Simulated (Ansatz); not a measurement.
## Ni$_{2}$Si: how the axes shrink under pressure

Ni$_{2}$Si, P6_3/mmc, a = 3.870 Å, c = 4.927 Å. The structure is a COD entry; whether it is the stable form wasn't checked. Ansatz: r2SCAN, PAW, 500 eV, Γ-centred 12×12×8 mesh on 6 atoms, Gaussian smearing 0.10 eV; no spin polarisation. Cell and atoms are relaxed at each pressure, and no other structure is tried, so the rows at high pressure may lie past a change of phase. y = 100 ln(c/c0) with c0 = 4.9268 Å, so nearly a change in per cent. The pressures are the targets, met within 0.03 GPa.

```tsv
P (GPa)	y	100 ln(a/a0)
-3.0	0.59	0.40
0.0	0.00	0.00
3.0	-0.55	-0.37
8.0	?	?
15.0	-2.41	-1.70
30.0	-4.24	-3.09
60.0	-7.02	-5.31
```

Question: Fit y = c1 P + c2 P² to the other rows, give the linear compressibility along c, and predict the missing y.

Answer: Least squares on the rows shown. y = −0.1703 P + 0.0008918 P². The linear compressibility along c is −c1/100 = 1.70 per TPa, against 1.19 along a from the same fit to the last column (its missing entry is -0.95): the crystal is softer along c at low pressure. The runs next to zero pressure give 1.89 and 1.28, so a parabola over the whole range misstates the start. With a term in P³ added, the coefficient of P becomes -0.1869, 10 % more, which shows how far this figure hangs on the form. At P = 8.0 the fit asked for gives -1.31. The run gave -1.38, so the fit is 0.07 too high, within twice the rms miss on the fitted rows (0.05).